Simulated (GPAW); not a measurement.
# TaN (Fm-3m) in GPAW: convergence with convergence criteria

Aim: find how far convergence criteria must go before the results for TaN settle, at PBE. This setting moves, with any that are tied to it; all else stays.

All numbers are computed with GPAW 26.7.0; they aren't measurements. Logs are shortened: lines on timing, memory, paths and dates and some standing lists are left out, and cuts for length are marked. The log counts tension as positive stress, the text compression.

## 1. Starting point

Symmetry: Fm-3m, No. 225, cubic system. The conventional cell has a = 4.423 Å, b = 4.423 Å, c = 4.423 Å, α = 90.00°, β = 90.00°, γ = 90.00°. Ta (site symmetry m-3m) has 6 N at 2.21 Å as nearest neighbours. Around N (site symmetry m-3m) lie 6 Ta at 2.21 Å.

The cell comes from a database or a generator and needn't be the stable form of this composition.

## 2. With convergence criteria density=0.001 energy=0.01 eigenstates=0.0001

run.py

```python
from ase import Atoms
from ase.dft.bandgap import bandgap
from ase.io import write
from ase.units import GPa
from gpaw import GPAW, PW

atoms = Atoms(['Ta', 'N'],
              cell=[[0.0, 2.211323, 2.211323],
                    [2.211323, 0.0, 2.211323],
                    [2.211323, 2.211323, 0.0]],
              scaled_positions=[[0.5, 0.5, 0.5],
                                [0.0, 0.0, 0.0]],
              pbc=True)

calc = GPAW(mode=PW(800),
            xc='PBE',
            kpts={'size': (10, 10, 10), 'gamma': True},
            occupations={'name': 'fermi-dirac', 'width': 0.05},
            nbands=19,
            convergence={'density': 0.001, 'energy': 0.01, 'eigenstates': 0.0001},
            maxiter=100,
            txt='gpaw.txt')
atoms.calc = calc
energy = atoms.get_potential_energy()
forces = atoms.get_forces()
stress = atoms.get_stress()
calc.write('gs.gpw')
write('result.traj', atoms)
print(f'Energy: {energy:.6f} eV')
print('Forces (eV/A):')
print(forces.round(4))
print('Stress (GPa):', (stress / GPa).round(3))
print('Fermi level:', round(calc.get_fermi_level(), 4), 'eV')
print(f'Gap: {bandgap(calc)[0]:.4f} eV, direct: {bandgap(calc, direct=True)[0]:.4f} eV')
```

Potentials or basis: GPAW PAW data sets (gpaw-data 1.2.1), pw.

On the command line:

```console
$ OMP_NUM_THREADS=1 python run.py
```

It took 14 s on 1 thread of Arm Neoverse V2, shared host; peak memory 0.16 GiB.

Results:

| Property | Result |
| --- | --- |
| Free energy | -20.0023 eV |
| Pressure | -1.6 GPa |
| Band gap on the k mesh | none (metal or under the smearing width) |

## 3. With convergence criteria default

Edit run.py of step 2 so:

```diff
@@ -19,3 +19,2 @@
             nbands=19,
-            convergence={'density': 0.001, 'energy': 0.01, 'eigenstates': 0.0001},
             maxiter=100,
```

Potentials or basis: GPAW PAW data sets (gpaw-data 1.2.1), pw.

On the command line:

```console
$ OMP_NUM_THREADS=1 python run.py
```

Run time: 17 s. Hardware: 1 thread of Arm Neoverse V2, shared host; peak memory 0.16 GiB.

The run converged. Its results:

```
Free energy            : -20.0023 eV
Pressure               : -1.5 GPa
Band gap on the k mesh : none (metal or under the smearing width)
```

## 4. With convergence criteria density=1e-05 energy=1e-05

Edit run.py of step 3 so:

```diff
@@ -19,2 +19,3 @@
             nbands=19,
+            convergence={'density': 1e-05, 'energy': 1e-05},
             maxiter=100,
```

On the command line:

```console
$ OMP_NUM_THREADS=1 python run.py
```

Run time: 18 s. Hardware: 1 thread of Arm Neoverse V2, shared host; peak memory 0.16 GiB.

It converged, with:

```yaml
Free_energy: -20.0023 eV
Pressure: -1.6 GPa
Band_gap_on_the_k_mesh: none (metal or under the smearing width)
```

## 5. With convergence criteria density=1e-05 forces=0.0001

Edit run.py of step 4 so:

```diff
@@ -19,3 +19,3 @@
             nbands=19,
-            convergence={'density': 1e-05, 'energy': 1e-05},
+            convergence={'density': 1e-05, 'forces': 0.0001},
             maxiter=100,
```

On the command line:

```console
$ OMP_NUM_THREADS=1 python run.py
```

Run time: 19 s. Hardware: 1 thread of Arm Neoverse V2, shared host; peak memory 0.16 GiB.

It converged, with:

```
Free energy            : -20.0023 eV
Pressure               : -1.6 GPa
Band gap on the k mesh : none (metal or under the smearing width)
```

## 6. With convergence criteria density=1e-06 energy=1e-06 eigenstates=1e-10

Edit run.py of step 5 so:

```diff
@@ -19,3 +19,3 @@
             nbands=19,
-            convergence={'density': 1e-05, 'forces': 0.0001},
+            convergence={'density': 1e-06, 'energy': 1e-06, 'eigenstates': 1e-10},
             maxiter=100,
```

Potentials or basis: GPAW PAW data sets (gpaw-data 1.2.1), pw.

On the command line:

```console
$ OMP_NUM_THREADS=1 python run.py
```

gpaw.txt:

```text
__  _  _
 | _ |_)|_||  |
 |__||  | ||/\| - 26.7.0

Input parameters:
  mode=PW(ecut=800.0),
  convergence={'density': 1e-06, 'energy': 1e-06, 'eigenstates': 1e-10},
  kpts=MonkhorstPack(size=(10, 10, 10), gamma=True),
  maxiter=100,
  nbands=19,
  occupations=Occupations(name='fermi-dirac', width=0.05),
  xc=XC(name='PBE')

Diagonalizing LCAO Hamiltonian
Converting LCAO to pw mode

              Ta

       N

Atoms  # Å, Bohr magnetons
|   | symbol |        x |        y |        z |    initial magnetic moments |
|---|--------|----------|----------|----------|-----------------------------|
| 0 |     Ta | 2.211323 | 2.211323 | 2.211323 | ( 0.0000,  0.0000,  0.0000) |
| 1 |      N | 0.000000 | 0.000000 | 0.000000 | ( 0.0000,  0.0000,  0.0000) |

Unit cell  # Å
| periodic |        x |        y |        z |  lengths |    angles |
|----------|----------|----------|----------|----------|-----------|
|      yes | 0.000000 | 2.211323 | 2.211323 | 3.127283 | 60.000000 |
|      yes | 2.211323 | 0.000000 | 2.211323 | 3.127283 | 60.000000 |
|      yes | 2.211323 | 2.211323 | 0.000000 | 3.127283 | 60.000000 |

Number of symmetries: 48
Symmetry operations  # r_c * U_cc + t_c -> r_c
|    | kind |            matrix            |
|----|------|------------------------------|
|  0 |  σ   |  1, 0, 0,  1, 0,-1,  1,-1, 0 |
|  1 |  C2  |  1, 0, 0,  1,-1, 0,  1, 0,-1 |
|  2 |  E   |  1, 0, 0,  0, 1, 0,  0, 0, 1 |
|  3 |  σ   |  1, 0, 0,  0, 0, 1,  0, 1, 0 |
|  4 |  C4  |  1, 0,-1,  1, 0, 0,  1,-1, 0 |
|  5 |  S6  |  1, 0,-1,  1,-1, 0,  1, 0, 0 |
|  6 |  σ   |  1, 0,-1,  0, 1,-1,  0, 0,-1 |
|  7 |  C3  |  1, 0,-1,  0, 0,-1,  0, 1,-1 |
|  8 |  S6  |  1,-1, 0,  1, 0, 0,  1, 0,-1 |
|  9 |  C4  |  1,-1, 0,  1, 0,-1,  1, 0, 0 |
| 10 |  C3  |  1,-1, 0,  0,-1, 1,  0,-1, 0 |
| 11 |  σ   |  1,-1, 0,  0,-1, 0,  0,-1, 1 |
| 12 |  σ   |  0, 1, 0,  1, 0, 0,  0, 0, 1 |
| 13 |  C4  |  0, 1, 0,  0, 1,-1, -1, 1, 0 |
| 14 |  C3  |  0, 1, 0,  0, 0, 1,  1, 0, 0 |
| 15 |  S6  |  0, 1, 0, -1, 1, 0,  0, 1,-1 |
| 16 |  C2  |  0, 1,-1,  1, 0,-1,  0, 0,-1 |
| 17 |  σ   |  0, 1,-1,  0, 1, 0, -1, 1, 0 |
| 18 |  S4  |  0, 1,-1,  0, 0,-1,  1, 0,-1 |
| 19 |  C4  |  0, 1,-1, -1, 1, 0,  0, 1, 0 |
| 20 |  C3  |  0, 0, 1,  1, 0, 0,  0, 1, 0 |
| 21 |  σ   |  0, 0, 1,  0, 1, 0,  1, 0, 0 |
| 22 |  S6  |  0, 0, 1,  0,-1, 1, -1, 0, 1 |
| 23 |  C4  |  0, 0, 1, -1, 0, 1,  0,-1, 1 |
| 24 |  S4  |  0, 0,-1,  1, 0,-1,  0, 1,-1 |
| 25 |  C3  |  0, 0,-1,  0, 1,-1,  1, 0,-1 |
| 26 |  C2  |  0, 0,-1,  0,-1, 0, -1, 0, 0 |
| 27 |  S6  |  0, 0,-1, -1, 0, 0,  0,-1, 0 |
| 28 |  S4  |  0,-1, 1,  1,-1, 0,  0,-1, 0 |
| 29 |  C4  |  0,-1, 1,  0, 0, 1, -1, 0, 1 |
| 30 |  C2  |  0,-1, 1,  0,-1, 0,  1,-1, 0 |
| 31 |  σ   |  0,-1, 1, -1, 0, 1,  0, 0, 1 |
| 32 |  C3  |  0,-1, 0,  1,-1, 0,  0,-1, 1 |
| 33 |  S6  |  0,-1, 0,  0, 0,-1, -1, 0, 0 |
| 34 |  S4  |  0,-1, 0,  0,-1, 1,  1,-1, 0 |
| 35 |  C2  |  0,-1, 0, -1, 0, 0,  0, 0,-1 |
| 36 |  C2  | -1, 1, 0,  0, 1, 0,  0, 1,-1 |
| 37 |  S6  | -1, 1, 0,  0, 1,-1,  0, 1, 0 |
| 38 |  S4  | -1, 1, 0, -1, 0, 1, -1, 0, 0 |
| 39 |  C3  | -1, 1, 0, -1, 0, 0, -1, 0, 1 |
| 40 |  S6  | -1, 0, 1,  0, 0, 1,  0,-1, 1 |
| 41 |  C2  | -1, 0, 1,  0,-1, 1,  0, 0, 1 |
| 42 |  C3  | -1, 0, 1, -1, 1, 0, -1, 0, 0 |
| 43 |  S4  | -1, 0, 1, -1, 0, 0, -1, 1, 0 |
| 44 |  C2  | -1, 0, 0,  0, 0,-1,  0,-1, 0 |
| 45 |  i   | -1, 0, 0,  0,-1, 0,  0, 0,-1 |
| 46 |  σ   | -1, 0, 0, -1, 1, 0, -1, 0, 1 |
| 47 |  C2  | -1, 0, 0, -1, 0, 1, -1, 1, 0 |

BZ-sampling:
  Number of BZ points: 1000
  Number of IBZ points: 47

  Monkhorst-Pack size: [10, 10, 10]
  Monkhorst-Pack shift: [0.05, 0.05, 0.05]

K-points  # in reciprocal-cell coordinates
|     |                                coordinates |     weight |
|-----|--------------------------------------------|------------|
|   0 | (  0.00000000,   0.00000000,   0.00000000) | 0.00100000 |
|   1 | (  0.10000000,   0.10000000,   0.00000000) | 0.00600000 |
|   2 | (  0.10000000,   0.10000000,   0.10000000) | 0.00800000 |
|   3 | (  0.20000000,   0.10000000,   0.10000000) | 0.01200000 |
|   4 | (  0.20000000,   0.20000000,   0.00000000) | 0.00600000 |
|   5 | (  0.20000000,   0.20000000,   0.10000000) | 0.02400000 |
|   6 | (  0.20000000,   0.20000000,   0.20000000) | 0.00800000 |
|   7 | (  0.30000000,   0.20000000,   0.10000000) | 0.02400000 |
|   8 | (  0.30000000,   0.20000000,   0.20000000) | 0.02400000 |
|   9 | (  0.30000000,   0.30000000,   0.00000000) | 0.00600000 |
| ... |                                            |            |
|  46 | (  0.50000000,   0.50000000,   0.50000000) | 0.00400000 |

Plane wave coefficients: 1139
Cutoff: 800.0 eV

Spin-components: 1 (collinear spins)
Bands:           19
Projectors:      11
Spin-degeneracy: 2
Datatype:        complex128

Parallelization:
  kpt:    1
  domain: 1
  band:   1

Density:
  Valence electrons: 18.0
  Components: 1
  Grid points: [21 21 21]
  Charge: 0.0  # |e|

Potential:
  Grid points: [21 21 21]

species:
  Ta:
    name:    Tantalum
    Z:       73.0
    valence: 13
    core:    60
    charge:  0.0  # [|e|]
    compensation charges:
      type: gauss
      rc: 0.42  # [Å]
      lmax: 2
    cutoffs:
      filter: 2.36  # [Å]
      core: 3.45  # [Å]
    projectors
    | kind |    occ | energy [eV] | rcut [Å] |
    |------|--------|-------------|----------|
    |   5s |  2.000 |     -72.790 |    1.365 |
    |   6s |  2.000 |      -5.429 |    1.365 |
    |   5p |  6.000 |     -39.427 |    1.349 |
    |   6p |  0.000 |      -1.396 |    1.349 |
    |   5d |  3.000 |      -3.603 |    1.307 |
    |    d |        |      23.609 |    1.307 |

    Using partial waves for Ta as LCAO basis

  N:
    name:    Nitrogen
    Z:       7.0
    valence: 5
    core:    2
    charge:  0.0  # [|e|]
    compensation charges:
      type: gauss
      rc: 0.18  # [Å]
      lmax: 2
    cutoffs:
      filter: 1.11  # [Å]
      core: 0.96  # [Å]
    projectors
    | kind |    occ | energy [eV] | rcut [Å] |
    |------|--------|-------------|----------|
    |   2s |  2.000 |     -18.583 |    0.603 |
    |   2p |  3.000 |      -7.089 |    0.529 |
    |    s |        |       8.629 |    0.603 |
    |    p |        |      20.123 |    0.529 |
    |    d |        |       0.000 |    0.577 |

    Using partial waves for N as LCAO basis

Reference energy: -425654.162905  # eV

eigensolver:
  PPCG
  Converge bands: occupied
  niter=2

density mixing:
  MSR1-Mixer
  Pratt-step length: 0.05
  Maximum mixing coefficient: 0.75
  Old densities: 10
  SVD Regularization: 0.005
  Good broyden scale: 1.0
  Trust region scale: 1.0
  Backstep threshold: 4.0
  History deletion threshold: 6.0
  Fourier metric: weight=20.0, sigma=0.015

occupation numbers:
  Fermi-Dirac:
    width: 0.0500  # eV

poisson solver:
  ecut: 6400.0  # eV

xc functional:
  name: PBE with 2 nearest neighbor stencil

convergence criteria:
- Maximum integral of absolute [dens]ity change: 1e-06 electrons / valence electron
- Maximum [total energy] change in last 3 cyles: 1e-06 eV / valence electron
- Maximum integral of absolute [eigenst]ate change: 1e-10 eV^2 / valence electron
maximum number of iterations: 100

SCF iterations
|iter     | |      energy | eigst |  dens |
|---------|-|-------------|-------|-------|
|iter:   1| |  -21.705815 | +0.24 |       |
|iter:   2| |  -21.184182 | -2.45 | -0.95 |
|iter:   3| |  -19.985426 | -1.55 | -1.01 |
|iter:   4| |  -19.992105 | -3.21 | -1.70 |
|iter:   5| |  -19.999414 | -3.42 | -1.91 |
|iter:   6| |  -19.999379 | -5.25 | -2.97 |
|iter:   7| |  -19.999382 | -6.79 | -3.62 |
|iter:   8| |  -19.999384c| -7.47 | -4.15 |
|iter:   9| |  -19.999383c| -9.66 | -5.07 |
|iter:  10| |  -19.999383c|-10.16c| -5.84 |
|iter:  11| |  -19.999383c|-11.18c| -6.61c|

Converged in 11 steps
Energy contributions relative to reference atoms: (reference = -425654.162905)

Energy contributions:
  Kinetic:          14.969449
  Coulomb:         -15.820029
  Zero:             -0.064045
  External:          0.000000
  Xc:              -19.081807
  Entropy:          -0.005903
  Spinorbit:         0.000000
  ----------------------------
  Free energy:     -20.002335
  Extrapolated:    -19.999383

dipole moment: (-10.973275, -10.973275, -10.973275)  # |e|*Ang

Fermi level: 15.288
Eigenvalues  # (at kpt = [0.000, 0.000, 0.000])
| band index |      eig [eV] | occ [0-2] |
|------------|---------------|-----------|
|          0 |       -54.131 |     2.000 |
|        ... |               |           |
|          3 |       -20.578 |     2.000 |
|          4 |        -3.398 |     2.000 |
|          5 |        11.490 |     2.000 |
|          6 |        11.490 |     2.000 |
|          7 |        11.490 |     2.000 |
|          8 |        13.214 |     2.000 |
|          9 |        13.214 |     2.000 |
|         10 |        13.214 |     2.000 |
|         11 |        15.330 |     0.608 |
|         12 |        15.330 |     0.608 |
|         13 |        16.678 |     0.000 |
|         14 |        24.546 |     0.000 |
|         15 |        38.962 |     0.000 |
|         16 |        38.962 |     0.000 |
|         17 |        38.962 |     0.000 |
|         18 |        41.401 |     0.000 |

No gap
No difference between direct/indirect transitions

Forces  # eV/Ang
|       x |        y |       z |
|---------|----------|---------|
| 0.00000 | -0.00000 | 0.00000 |  # Ta   0
| 0.00000 | -0.00000 | 0.00000 |  # N    1

Stress tensor  # eV/Ang^3
|         x |         y |         z |
|-----------|-----------|-----------|
|  0.009718 | -0.000000 | -0.000000 |
| -0.000000 |  0.009718 |  0.000000 |
| -0.000000 |  0.000000 |  0.009718 |

# Writing to gs.gpw (mode='')
```

It took 21 s on 1 thread of Arm Neoverse V2, shared host; peak memory 0.16 GiB.

What came out:

| Quantity | Value |
| --- | --- |
| Free energy | -20.0023 eV |
| Pressure | -1.6 GPa |
| Band gap on the k mesh | none (metal or under the smearing width) |

## 7. Result

```tsv
convergence criteria	energy less the tightest run, at zero smearing (meV/atom)	pressure (GPa)	SCF cycles	CPU time (s)	peak memory (GiB)
density=0.001 energy=0.01 eigenstates=0.0001	0.00	-1.64	7	14	0.16
default	0.00	-1.55	8	17	0.16
density=1e-05 energy=1e-05	0.00	-1.56	9	18	0.16
density=1e-05 forces=0.0001	0.00	-1.56	10	19	0.16
density=1e-06 energy=1e-06 eigenstates=1e-10	0.00	-1.56	11	21	0.16
```

Against the tightest run, the energy stays within 1 meV/atom from density=0.001 energy=0.01 eigenstates=0.0001 on; the pressure stays within 0.1 GPa from density=0.001 energy=0.01 eigenstates=0.0001 on. The tightest run that finished is the yardstick and may itself not be fully converged.
